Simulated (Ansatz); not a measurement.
# BeTe: the cost of one run

Method: DFT PBEsol, all-electron LAPW, scalar-relativistic unless said, in Ansatz 0.2.0.

The COD entry's cell or inner coordinates are ideal or old and differ from later refinements, so a difference from it is no clean test against experiment.

### 1 The system as given

It takes space group F-43m (No. 216, cubic). The conventional cell has a = 5.606 Å, b = 5.606 Å, c = 5.606 Å, α = 90.00°, β = 90.00°, γ = 90.00°. Be (site symmetry -43m) is surrounded by 4 Te at 2.43 Å. Te (site symmetry -43m) is surrounded by 4 Be at 2.43 Å.

As a file:

```cif
data_structure
_symmetry_space_group_name_H-M 'P 1'
_symmetry_Int_Tables_number 1
_cell_length_a 3.9637
_cell_length_b 3.9637
_cell_length_c 3.9637
_cell_angle_alpha 60.000
_cell_angle_beta 60.000
_cell_angle_gamma 60.000
_cell_volume 44.04
loop_
_atom_site_label
_atom_site_type_symbol
_atom_site_fract_x
_atom_site_fract_y
_atom_site_fract_z
_atom_site_occupancy
Be1 Be 0.00000 0.00000 0.00000 1
Te1 Te 0.75000 0.75000 0.75000 1
```

Cartesian axes are those of the input's lattice vectors. The structure goes back to a database entry.

### 2 Reference run, fine mesh, LAPW

input.yaml reads:

```yaml
crystal:
  lattice:
    - [0.0, 2.80278597383, 2.80278597383]
    - [2.80278597383, 0.0, 2.80278597383]
    - [2.80278597383, 2.80278597383, 0.0]
  atoms:
    - { symbol: Be, position: [0.0, 0.0, 0.0] }
    - { symbol: Te, position: [0.75, 0.75, 0.75] }
kpoints:
  mp_grid: { grid: [8, 8, 8] }
scf:
  occupations: { method: fixed }
hamiltonian:
  xc: pbesol
  pseudopotentials: { kind: all_electron, lapw: { basis_error: 0.001 } }
output:
  forces: true
  stress: true
  eigenvalues: true
  eigenstates:
    nscf_kmesh: { grid: [12, 12, 12] }
    de_dk: true
    e_range: [-9, 11.83724815952]
  optics:
    e_range: [0, 20]
    de: 0.2
    sigma: 0.1
    bands: { spectra_wanted_up_to: 20 }
    nscf_kmesh: { grid: [12, 12, 12] }
checkpoint:
  write: ck
  write_wavefunctions: false
```

Command:

```sh
$ ansatz run input.yaml --threads 1 --pin off --max-ram 3072MiB --backend cpu --events-out ev --progress --plain --runs-dir out
```

Q: Estimate wall time and peak memory on 1 thread of Intel Xeon Platinum 8488C (Sapphire Rapids), shared host.

About 26 s, with a peak of 0.34 GiB.
